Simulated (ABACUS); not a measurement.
# CuO (Tenorite) (Cc) in ABACUS: reference runs

Reference runs on CuO (Tenorite): the cell as given and a disturbed copy.

All numbers are computed with ABACUS 3.10.1; they aren't measurements. Logs are shortened: lines on timing, memory, paths and dates and some standing lists are left out, and cuts for length are marked.

**1. The structure**

It takes space group Cc (No. 9, monoclinic). Conventional cell: a = 4.689 Å, b = 3.427 Å, c = 5.132 Å, α = 90.00°, β = 99.65°, γ = 90.00°. Around Cu (site symmetry 1) lie 4 O at 1.91 to 2.02 Å. Around O (site symmetry 1) lie 4 Cu at 1.91 to 2.02 Å.

**2. Single point, PBEsol**

Input file INPUT:

```
INPUT_PARAMETERS
suffix              CuO
calculation         scf
basis_type          pw
pseudo_dir          ./
symmetry            1
dft_functional      pbesol
ecutwfc             92
pseudo_rcut         7
nspin               1
nbands              30
ks_solver           dav
smearing_method     fd
smearing_sigma      0.00367493
scf_thr             1e-08
scf_nmax            100
mixing_type         broyden
mixing_beta         0.7
cal_force           1
cal_stress          1
out_chg             1
out_pot             2
out_elf             1
```

Input file STRU:

```
ATOMIC_SPECIES
Cu 63.5460 Cu.upf
O 15.9990 O.upf

LATTICE_CONSTANT
1.8897261246

LATTICE_VECTORS
2.3446500000 -1.7134000000 0.0000000000
2.3446500000 1.7134000000 0.0000000000
-0.8605543552 0.0000000000 5.0594363927

ATOMIC_POSITIONS
Direct

Cu
0.0
2
0.4968000000 0.0032000000 0.5000000000 1 1 1
0.0032000000 0.4968000000 0.0000000000 1 1 1

O
0.0
2
0.4056000000 0.5714000000 0.7537000000 1 1 1
0.5714000000 0.4056000000 0.2537000000 1 1 1
```

Input file KPT:

```
K_POINTS
0
Gamma
10 10 5 0 0 0
```

Potentials or basis: PseudoDojo NC SR 0.4.1 PBEsol standard, plane waves.

Run with:

```console
$ OMP_NUM_THREADS=1 mpirun -np 4 abacus > log
```

running log:

```text
ABACUS v3.10.1

               Atomic-orbital Based Ab-initio Computation at UStc

 ------------------------------------------------------------------------------------

 READING GENERAL INFORMATION
                           global_out_dir = OUT.CuO/
                           global_in_card = INPUT
                               pseudo_dir = ./
                              orbital_dir =
                                    DSIZE = 4
                                    GSIZE = 1

 READING UNITCELL INFORMATION
                                    ntype = 2
                  lattice constant (Bohr) = 1.88973
              lattice constant (Angstrom) = 1

 READING ATOM TYPE 1
                               atom label = Cu
                      L=0, number of zeta = 1
                      L=1, number of zeta = 1
                      L=2, number of zeta = 1
             number of atom for this type = 2

 READING ATOM TYPE 2
                               atom label = O
                      L=0, number of zeta = 1
                      L=1, number of zeta = 1
                      L=2, number of zeta = 1
             number of atom for this type = 2

                        TOTAL ATOM NUMBER = 4
DIRECT COORDINATES
    atom                   x                   y                   z     mag                  vx                  vy                  vz
taud_Cu1            0.4968000000        0.0032000000        0.5000000000  0.0000        0.0000000000        0.0000000000        0.0000000000
taud_Cu2            0.0032000000        0.4968000000        0.0000000000  0.0000        0.0000000000        0.0000000000        0.0000000000
taud_O1            0.4056000000        0.5714000000        0.7537000000  0.0000        0.0000000000        0.0000000000        0.0000000000
taud_O2            0.5714000000        0.4056000000        0.2537000000  0.0000        0.0000000000        0.0000000000        0.0000000000

                          Volume (Bohr^3) = 274.325
                             Volume (A^3) = 40.6507

 Lattice vectors: (Cartesian coordinate: in unit of a_0)
             +2.34465             -1.7134                  +0
             +2.34465             +1.7134                  +0
            -0.860554                  +0            +5.05944
 Reciprocal vectors: (Cartesian coordinate: in unit of 2 pi/a_0)
            +0.213251           -0.291817          +0.0362717
            +0.213251           +0.291817          +0.0362717
                   -0                  -0            +0.19765
 The esolver type has been set to : ksdft_pw

                PAO radial cut off (Bohr) = 7

 Read in pseudopotential file is Cu.upf
                     pseudopotential type = NC
          exchange-correlation functional = PBESOL
                 nonlocal core correction = 1
                        valence electrons = 19
                                     lmax = 2
[... 199 lines left out ...]
 projector 2 L=0
 projector 3 L=1
 projector 4 L=1
 projector 5 L=2
      TOTAL NUMBER OF NONLOCAL PROJECTORS = 62

 Init Non-Local PseudoPotential table :
 Init Non-Local-Pseudopotential done.

                                     npwx = 1034

 Make real space PAO into reciprocal space.
       max mesh points in Pseudopotential = 701
     dq(describe PAO in reciprocal space) = 0.01
                                    max q = 1155

 number of pseudo atomic orbitals for Cu is 4
WARNING: norm of atomic wavefunction # 3 of atomic type Cu is 0.999944, renormalized
WARNING: norm of atomic wavefunction # 4 of atomic type Cu is 0.996041, renormalized

 number of pseudo atomic orbitals for O is 2
WARNING: norm of atomic wavefunction # 2 of atomic type O is 0.999978, renormalized

 -------------------------------------------
 SELF-CONSISTENT
 -------------------------------------------
                                 init_chg = atomic

 PW ALGORITHM --------------- ION=   1  ELEC=   1--------------------------------

 Density error is 2.02675044379
                          Error Threshold = 0.01
----------------------------------------------------------
     Energy           Rydberg                 eV
----------------------------------------------------------
 E_KohnSham     -822.4726233655      -11190.3141267787
 E_Harris       -849.1300908117      -11553.0075782966
 E_Fermi        1.0427861819         14.1878338694
----------------------------------------------------------
[... 87 lines left out ...]
 Density error is 6.60913065652e-09
                          Error Threshold = 1.50810920792e-10
----------------------------------------------------------
     Energy           Rydberg                 eV
----------------------------------------------------------
 E_KohnSham     -823.6100650184      -11205.7898144008
 E_KS(sigma->0) -823.6093500660      -11205.7800869748
 E_Harris       -823.6082319077      -11205.7648736505
 E_band         -61.9281791532       -842.5761032484
 E_one_elec     -488.8796336532      -6651.5486538358
 E_Hartree      270.6045015900       3681.7631260743
 E_xc           -108.7151157334      -1479.1450327032
 E_Ewald        -496.6183873172      -6756.8397990842
 E_entropy(-TS) -0.0014299047        -0.0194548520
 E_descf        0.0000000000         0.0000000000
 E_exx          0.0000000000         0.0000000000
 E_Fermi        0.9099423375         12.3804006418
----------------------------------------------------------

 charge density convergence is achieved
 final etot is -11205.789814 eV
 EFERMI = 12.380400642 eV
The vacuum level is 10.506549486 eV

 STATE ENERGY(eV) AND OCCUPATIONS    NSPIN == 1
 1/141 kpoint (Cartesian) = 0.0000 0.0000 0.0000 (1023 pws)
       1       -99.8356     0.00400000
       2       -99.8349     0.00400000
       3       -57.5635     0.00400000
       4       -57.5634     0.00400000
       5       -57.5289     0.00400000
       6       -57.5200     0.00400000
[... 182 lines left out ...]
      29        19.2059    4.14824e-62
      30        23.3111        0.00000

[... levels at 135 further k points ...]

------------------------------------------------------------------------------------------
 TOTAL-FORCE (eV/Angstrom)
------------------------------------------------------------------------------------------
                       Cu1        -0.5994217384        -0.3209732958         0.2281628378
                       Cu2        -0.5994217384         0.3209732958         0.2281628378
                        O1         0.5994217384        -0.4172882704        -0.2281628378
                        O2         0.5994217384         0.4172882704        -0.2281628378
------------------------------------------------------------------------------------------

----------------------------------------------------------------
 TOTAL-STRESS (KBAR)
----------------------------------------------------------------
       -35.7384503357         0.0000000000       -10.0934417753
        -0.0000000000        -5.4726461473         0.0000000000
       -10.0934417753         0.0000000000       -47.5173085555
----------------------------------------------------------------
 TOTAL-PRESSURE: -29.576135 KBAR

 --------------------------------------------
 !FINAL_ETOT_IS -11205.7898144008158852 eV
 --------------------------------------------
```

It took 61 s on 4 MPI ranks of Intel Xeon 6975P-C (Granite Rapids), shared host; peak memory 0.52 GiB.

What came out:

* Free energy: -11205.7898 eV
* Pressure: -3.0 GPa
* Largest force: 0.765 eV/Å
* Band gap on the k mesh: none (metal or under the smearing width)

Forces on the atoms (eV/Å):
```
Cu  -0.599 -0.321  0.228
Cu  -0.599  0.321  0.228
O    0.599 -0.417 -0.228
O    0.599  0.417 -0.228
```

Stress tensor (GPa, compression positive):
```
-3.57  0.00 -1.01
 0.00 -0.55  0.00
-1.01  0.00 -4.75
```

Levels at points of the mesh, in eV from the Fermi level:
| k point | band 22 | band 23 | band 24 | band 25 | band 26 | band 27 | band 28 |
| --- | --- | --- | --- | --- | --- | --- | --- |
| (0.00, 0.00, 0.00) | -2.12 | -2.04 | -1.56 | 0.22 | 0.92 | 1.62 | 5.86 |
| (0.50, 0.00, 0.00) | -1.50 | -1.43 | -1.30 | -0.05 | 0.28 | 4.73 | 6.14 |
| (0.50, 0.50, 0.00) | -2.02 | -1.65 | -1.11 | -0.58 | 1.06 | 3.20 | 6.88 |

Caveat: the run has no spin polarisation, though such a crystal can be magnetic; semilocal functionals often make such compounds metallic where correlation or magnetic order opens a gap, which also shifts bond lengths. With open d or f shells a metallic result of PBEsol can be an artefact of self-interaction; +U or a hybrid may open a gap.

**3. Single point, PBEsol (atoms moved at random, drawn with an rms of 0.05 Å)**

INPUT, as its differences from that of step 2:

```diff
@@ -20,4 +20,2 @@
 cal_stress          1
-out_chg             1
-out_pot             2
-out_elf             1
+kpar                4
```

Input file STRU:

```
ATOMIC_SPECIES
Cu 63.5460 Cu.upf
O 15.9990 O.upf

LATTICE_CONSTANT
1.8897261246

LATTICE_VECTORS
2.3446500000 -1.7134000000 0.0000000000
2.3446500000 1.7134000000 0.0000000000
-0.8605543552 0.0000000000 5.0594363927

ATOMIC_POSITIONS
Direct

Cu
0.0
2
0.5057020000 -0.0099960000 0.4952360000 1 1 1
0.0115430000 0.5010150000 -0.0027230000 1 1 1

O
0.0
2
0.4001180000 0.5775250000 0.7609880000 1 1 1
0.5763470000 0.4140770000 0.2581400000 1 1 1
```

KPT is that of step 2.

Potentials or basis: PseudoDojo NC SR 0.4.1 PBEsol standard, plane waves.

Run with:

```console
$ OMP_NUM_THREADS=1 mpirun -np 4 abacus > log
```

running log:

```text
ABACUS v3.10.1

               Atomic-orbital Based Ab-initio Computation at UStc

 ------------------------------------------------------------------------------------

 READING GENERAL INFORMATION
                           global_out_dir = OUT.CuO/
                           global_in_card = INPUT
                               pseudo_dir = ./
                              orbital_dir =
                                    DSIZE = 4
                                    GSIZE = 1

 READING UNITCELL INFORMATION
                                    ntype = 2
                  lattice constant (Bohr) = 1.88973
              lattice constant (Angstrom) = 1

 READING ATOM TYPE 1
                               atom label = Cu
                      L=0, number of zeta = 1
                      L=1, number of zeta = 1
                      L=2, number of zeta = 1
             number of atom for this type = 2

 READING ATOM TYPE 2
                               atom label = O
                      L=0, number of zeta = 1
                      L=1, number of zeta = 1
                      L=2, number of zeta = 1
             number of atom for this type = 2

                        TOTAL ATOM NUMBER = 4
DIRECT COORDINATES
    atom                   x                   y                   z     mag                  vx                  vy                  vz
taud_Cu1            0.5057020000        0.9900040000        0.4952360000  0.0000        0.0000000000        0.0000000000        0.0000000000
taud_Cu2            0.0115430000        0.5010150000        0.9972770000  0.0000        0.0000000000        0.0000000000        0.0000000000
taud_O1            0.4001180000        0.5775250000        0.7609880000  0.0000        0.0000000000        0.0000000000        0.0000000000
taud_O2            0.5763470000        0.4140770000        0.2581400000  0.0000        0.0000000000        0.0000000000        0.0000000000

                          Volume (Bohr^3) = 274.325
                             Volume (A^3) = 40.6507

 Lattice vectors: (Cartesian coordinate: in unit of a_0)
             +2.34465             -1.7134                  +0
             +2.34465             +1.7134                  +0
            -0.860554                  +0            +5.05944
 Reciprocal vectors: (Cartesian coordinate: in unit of 2 pi/a_0)
            +0.213251           -0.291817          +0.0362717
[... 225 lines left out ...]
 PW ALGORITHM --------------- ION=   1  ELEC=   1--------------------------------

 Density error is 2.03493433703
                          Error Threshold = 0.01
----------------------------------------------------------
     Energy           Rydberg                 eV
----------------------------------------------------------
 E_KohnSham     -822.4624934745      -11190.1763025404
 E_Harris       -849.0941547062      -11552.5186424984
 E_Fermi        1.0422667666         14.1807668623
----------------------------------------------------------
[... 111 lines left out ...]
 Density error is 1.52777560756e-09
                          Error Threshold = 2.1502907485e-10
----------------------------------------------------------
     Energy           Rydberg                 eV
----------------------------------------------------------
 E_KohnSham     -823.6044973936      -11205.7140629786
 E_KS(sigma->0) -823.6037946972      -11205.7045023048
 E_Harris       -823.6037272329      -11205.7035844053
 E_band         -61.9525045470       -842.9070672101
 E_one_elec     -489.1793707276      -6655.6267859495
 E_Hartree      270.7453047291       3683.6788510618
 E_xc           -108.7207390168      -1479.2215413987
 E_Ewald        -496.4482869857      -6754.5254653445
 E_entropy(-TS) -0.0014053926        -0.0191213478
 E_descf        0.0000000000         0.0000000000
 E_exx          0.0000000000         0.0000000000
 E_Fermi        0.9093087495         12.3717802343
----------------------------------------------------------

 charge density convergence is achieved
 final etot is -11205.714063 eV
 EFERMI = 12.371780234 eV

 STATE ENERGY(eV) AND OCCUPATIONS    NSPIN == 1
 1/63 kpoint (Cartesian) = 0.0000 0.0000 0.0000 (4091 pws)
       1       -99.8861     0.00400000
       2       -99.7998     0.00400000
       3       -57.6248     0.00400000
       4       -57.5800     0.00400000
       5       -57.5305     0.00400000
       6       -57.4801     0.00400000
[... 182 lines left out ...]
      29        19.2071    1.70467e-62
      30        23.2026        0.00000

[... levels at 57 further k points ...]

------------------------------------------------------------------------------------------
 TOTAL-FORCE (eV/Angstrom)
------------------------------------------------------------------------------------------
                       Cu1        -0.2057176569         0.2281976796         0.8199432587
                       Cu2        -1.0677459386         0.4894698714         0.7710478476
                        O1         0.8646077843        -0.8435607976        -0.9936101885
                        O2         0.4088558111         0.1258932466        -0.5973809178
------------------------------------------------------------------------------------------

----------------------------------------------------------------
 TOTAL-STRESS (KBAR)
----------------------------------------------------------------
       -21.1501784040         0.0209267946       -19.8283167746
         0.0209267947        -3.7605625245         6.6270399841
       -19.8283167746         6.6270399841       -39.0272025188
----------------------------------------------------------------
 TOTAL-PRESSURE: -21.312648 KBAR

 --------------------------------------------
 !FINAL_ETOT_IS -11205.7140629786335921 eV
 --------------------------------------------
```

stdout:

```text
ABACUS v3.10.1

               Atomic-orbital Based Ab-initio Computation at UStc

%%%%%%%%%%%%%%%%%%%%%%%%%%%%%%%%%%%%%%%%%%%%%%%%%%%%%%%%%%%%%%%%%%%%%%%%%%%%%%%%%%%%%%%%%%%%%%%%%%%%%%%%%
 Warning: the number of valence electrons in pseudopotential > 11 for Cu: [Ar] 3d10 4s1
[... 37 lines left out ...]
 TOTAL-STRESS (KBAR)
----------------------------------------------------------------
       -21.1501784040         0.0209267946       -19.8283167746
         0.0209267947        -3.7605625245         6.6270399841
       -19.8283167746         6.6270399841       -39.0272025188
----------------------------------------------------------------
 TOTAL-PRESSURE: -21.312648 KBAR
```

Run time: 2 min. Hardware: 4 MPI ranks of Intel Xeon 6975P-C (Granite Rapids), shared host; peak memory 0.92 GiB.

What came out:

```yaml
Free_energy: -11205.7141 eV
Pressure: -2.1 GPa
Largest_force: 1.564 eV/Å
Band_gap_on_the_k_mesh: none (metal or under the smearing width)
```

Forces on the atoms (eV/Å):
```
Cu  -0.206  0.228  0.820
Cu  -1.068  0.489  0.771
O    0.865 -0.844 -0.994
O    0.409  0.126 -0.597
```

Stress tensor (GPa, compression positive):
```
-2.12  0.00 -1.98
 0.00 -0.38  0.66
-1.98  0.66 -3.90
```

Levels at points of the mesh, in eV from the Fermi level:
| k point | band 22 | band 23 | band 24 | band 25 | band 26 | band 27 | band 28 |
| --- | --- | --- | --- | --- | --- | --- | --- |
| (0.00, 0.00, 0.00) | -2.09 | -1.99 | -1.54 | 0.23 | 0.92 | 1.62 | 5.87 |
| (0.50, 0.00, 0.00) | -1.48 | -1.42 | -1.29 | -0.01 | 0.26 | 4.80 | 6.17 |
| (0.00, 0.50, 0.00) | -1.49 | -1.40 | -1.28 | -0.12 | 0.35 | 4.75 | 6.16 |
| (0.50, 0.50, 0.00) | -2.00 | -1.66 | -1.11 | -0.58 | 1.01 | 3.25 | 6.83 |

Caveat: the run has no spin polarisation, though such a crystal can be magnetic; semilocal functionals often make such compounds metallic where correlation or magnetic order opens a gap, which also shifts bond lengths.
